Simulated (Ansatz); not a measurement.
Crystal: CuCl2.

```
Cu Cl
1.0
    -2.25486    2.25486    6.85990
     2.25486   -2.25486    6.85990
     2.25486    2.25486   -6.85990
Cu Cl
1 2
Direct
  0.00000 0.00000 0.00000
  0.00000 0.50000 0.50000
  0.50000 0.00000 0.50000
```

Measurements of this composition are mostly on another form, of space group No. 12.

```yaml
Program: Ansatz 0.2.0
Task: relaxation of cell and atoms
Functional: PBEsol
Potentials_or_basis: Ansatz PAW
Cutoff: "420 eV (not typed: the program's choice for these potentials)"
k_mesh: 8 × 8 × 8
Occupations: fermi-dirac, width 0.05 eV
Spin: no spin polarisation
```

At the start: volume 46.50 Å³/atom.

Q: Where does the relaxation end?

A: It ends after 6 steps and the volume is 45.22 Å³/atom (-2.8 %); space group I4/mmm (No. 139, to 0.05 Å).

The path:
| step | energy change (eV) | largest force (eV/Å) | volume (Å³) |
| --- | --- | --- | --- |
| 1 | 0.0000 | 0.0000 | 139.51 |
| 2 | -0.0119 | 0.0000 | 137.69 |
| 3 | -0.0163 | 0.0000 | 135.58 |
| 4 | -0.0163 | 0.0000 | 135.71 |
| 5 | -0.0164 | 0.0000 | 135.67 |
| 6 | -0.0160 | 0.0000 | 135.67 |

Final structure:
```
Cu Cl
1.0
    -2.22515    2.22515    6.85018
     2.22515   -2.22515    6.85018
     2.22515    2.22515   -6.85018
Cu Cl
1 2
Direct
  0.00000 0.00000 0.00000
  0.00000 0.50000 0.50000
  0.50000 0.00000 0.50000
```

Caveat: the plane-wave basis is chosen anew once the cell has moved, so the energies of steps on either side of that aren't comparable; an odd number of electrons without spin polarisation forces a metal; a magnetic or distorted state may lie lower; the run has no spin polarisation, though such a crystal can be magnetic; the PAW data sets come from PBE, with cores solved anew for the run's functional, which leaves a small shift of forces and pressure.
